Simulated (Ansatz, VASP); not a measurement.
One calculation of Al, two programs

The input POSCAR:

```
Al
1.0
   -1.5912186900      1.5912186900      1.5116577555
    1.5912186900     -1.5912186900      1.5116577555
    1.5912186900      1.5912186900     -1.5116577555
Al
1
Direct
    0.0000000000      0.0000000000      0.0000000000
```

INCAR.step1

```
PREC     = Accurate       # precision mode
ENCUT    = 520            # plane-wave cutoff, eV
ISMEAR   = 0              # smearing method
SIGMA    = 0.15           # smearing width, eV
LREAL    = F              # projectors in reciprocal space
LASPH    = T              # aspherical terms in the spheres
NELM     = 100            # most SCF steps
NBANDS   = 8              # bands
GGA      = PE             # functional
ALGO     = Normal         # electronic algorithm
EDIFF    = 1E-4           # SCF threshold, eV
LWAVE    = T              # write WAVECAR
LCHARG   = F              # write CHGCAR
```

The input INCAR.step2:

```
PREC     = Accurate       # precision mode
ENCUT    = 520            # plane-wave cutoff, eV
EDIFF    = 1E-7           # SCF threshold, eV
ISMEAR   = 0              # smearing method
SIGMA    = 0.15           # smearing width, eV
LREAL    = F              # projectors in reciprocal space
LASPH    = T              # aspherical terms in the spheres
NELM     = 100            # most SCF steps
ALGO     = Normal         # electronic algorithm
ISIF     = 2              # what is computed and relaxed
LWAVE    = F              # write WAVECAR
LCHARG   = F              # write CHGCAR
METAGGA  = R2SCAN         # meta-GGA
LMIXTAU  = T            
NBANDS   = 8              # bands
ISTART   = 1
```

The input KPOINTS:

```
Automatic mesh
0
Gamma
  20 20 20
```

Input for Ansatz:

```yaml
crystal:
  lattice:
    - [-1.59121869, 1.59121869, 1.5116577555]
    - [1.59121869, -1.59121869, 1.5116577555]
    - [1.59121869, 1.59121869, -1.5116577555]
  atoms:
    - { symbol: Al, position: [0.0, 0.0, 0.0] }
basis:
  ecutwfc: 500
kpoints:
  mp_grid: { grid: [20, 20, 20] }
hamiltonian:
  xc: r2scan
scf:
  occupations: { method: gaussian, width: 0.15 }
output:
  forces: true
  stress: true
  eigenvalues: true
```

Change from the starting cell: strain +0.000 along x and y, -0.050 along z, atoms carried along.

Alike in both runs: task single point; functional r2SCAN; k mesh 20 × 20 × 20; occupations gaussian, width 0.15 eV; no spin polarisation.

```csv
,VASP,Ansatz
version,VASP 6.6.1,Ansatz 0.2.0
potentials or method,"VASP PAW PBE potentials, release 64 (Al)","scalar-relativistic, plane waves, PAW"
plane-wave cutoff (eV),520,500
valence electrons in the cell,3,3
```

|  | VASP | Ansatz | Ansatz less VASP |
| --- | --- | --- | --- |
| gap on the k mesh at the Fermi level (eV) | none | none | - |
| pressure (GPa) | 5.0 | 5.3 | +0.36 |
| largest component of the traceless stress (GPa) | 1.33 | 1.33 | +0.002 |

A gap of «none» marks a metal or a gap that the smearing closes.

Caveats: the PAW data sets were made with another functional, which shifts forces and pressure a little (VASP).
